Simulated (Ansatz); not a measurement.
Two G0W0 runs on MoS2/MoS2 (multilayer of trigonal-prismatic sheets).

The cell holds 6 atoms: 2 Mo and 4 S. Its edges and angles: a = 3.152 Å, b = 3.152 Å, c = 41.600 Å, α = 90.0°, β = 90.0°, γ = 120.0°. Regions: layer 1 (MoS2), 3 atoms (1 Mo and 2 S); layer 2 (MoS2), 3 atoms (1 Mo and 2 S). Vacuum lies along c.

```xyz
6
Lattice="3.1518 0.0000 0.0000 -1.5759 2.7295 0.0000 0.0000 0.0000 41.6000" Properties=species:S:1:pos:R:3
Mo    0.0000    1.8197   17.7688
S     1.5759    0.9098   19.3350
S     1.5759    0.9098   16.2012
Mo    1.5759    0.9098   23.8312
S     0.0000    1.8197   25.3988
S     0.0000    1.8197   22.2650
```

The structure was relaxed with PBE-D3(BJ). The runs that relaxed it are not among those shown. PAW set soft_2, made with PBE.

The first (Ansatz 0.2.0; start PBE, 9×9×1 mesh, 475 empty bands, screening to 70 eV; 1 × NVIDIA H100 80GB HBM3 (shared by 6 runs) with 3 threads of AMD EPYC 7R13 (Zen 3), shared host) gave, on its mesh: starting gap 1.29 eV, G0W0 gap 1.84 eV, mean of 1 + 4πα/V (set by the cell height) 3.84, 2 min.

**Question.** The second changes empty bands from 475 to 190 and screening cutoff (eV) from 70.0 to 38. What does it give?

It gave: starting gap 1.29 eV, G0W0 gap 1.79 eV, mean of 1 + 4πα/V (set by the cell height) 3.86, 55 s. The G0W0 gap moves by −0.04 eV, +0.00 eV from the start and −0.04 eV from the correction. Σc changes by +0.35 eV at the valence top and +0.31 eV at the conduction bottom, and Σx − Vxc between them by +0.00 eV.

Limits: not at the basis limit; coarse mesh for a sheet; no spin-orbit coupling.

[Paths, hosts, dates, memory and timing lines, banners, echoed tables and standing remarks are left out of the program output.]

[Logs are printed without paths, hosts, clocks, repeated set-up lines and the standing remarks that a program may print on its own settings, such as how far it seeks lower states.]

[Runs of the session that timed out or met a known fault of the program may be left out.]

[Cells called generated may have been cut or substituted from an entry of the Crystallography Open Database or the Materials Project.]

[Hosts, paths, dates, database ids (printed as entryN), source tags and the programs' standing remarks are cut or masked in the printed files.]
